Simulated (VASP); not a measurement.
Wanted: the native input for a VASP 6.6.1 run.

```
Task                   : single point
Functional             : PBEsol
Potentials or basis    : VASP PAW PBE potentials, release 64 (Pd)
Cutoff                 : 520 eV
k mesh                 : 6 × 6 × 4
Occupations            : gaussian, width 0.1 eV
Spin                   : no spin polarisation
Dipole correction      : no
Further INCAR settings : ALGO = Fast; EDIFF = 1e-07; NBANDS = 22
```

The structure of Pd lies in POSCAR:

```
Pd
1.0
    4.3914571502      0.0000000000      0.0000000000
   -2.1957285751      3.8031134517      0.0000000000
    0.0000000000      0.0000000000      2.6225235078
Pd
3
Direct
    0.3333279148      0.0000000000      0.3333333333
    0.0000000000      0.3333279148      0.6666666667
    0.6666720852      0.6666720852      0.0000000000
```

The cell was built by a generator and needn't be a form met in nature.

The input as run:

INCAR

```
ALGO = Fast ; EDIFF = 1E-7
ENCUT = 520 ; GGA = PS
ISIF = 2 ; ISMEAR = 0
LASPH = T ; LCHARG = F
LREAL = F ; LWAVE = F
NBANDS = 22 ; NELM = 100
PREC = Accurate ; SIGMA = 0.1
```

KPOINTS

```
k-points
0
Gamma
  6 6 4
```

Potentials or basis: VASP PAW PBE potentials, release 64 (Pd).

Launch:

```console
$ cat potpaw_PBE.64/Pd/POTCAR > POTCAR
$ mpirun -np 1 vasp_std > vasp.out
```

Results of the run:

* Pressure: -0.3 GPa
* Band gap on the k mesh: none (metal or under the smearing width)

Caveat: the k mesh is coarse (spacing up to 0.60 Å⁻¹), so the values aren't converged; the PAW data sets were made with another functional, which shifts forces and pressure a little.

Wall time 14 s on 1 thread of AMD EPYC 9R45 96-Core Processor (Zen 5) (shared host), peak memory 0.13 GiB.
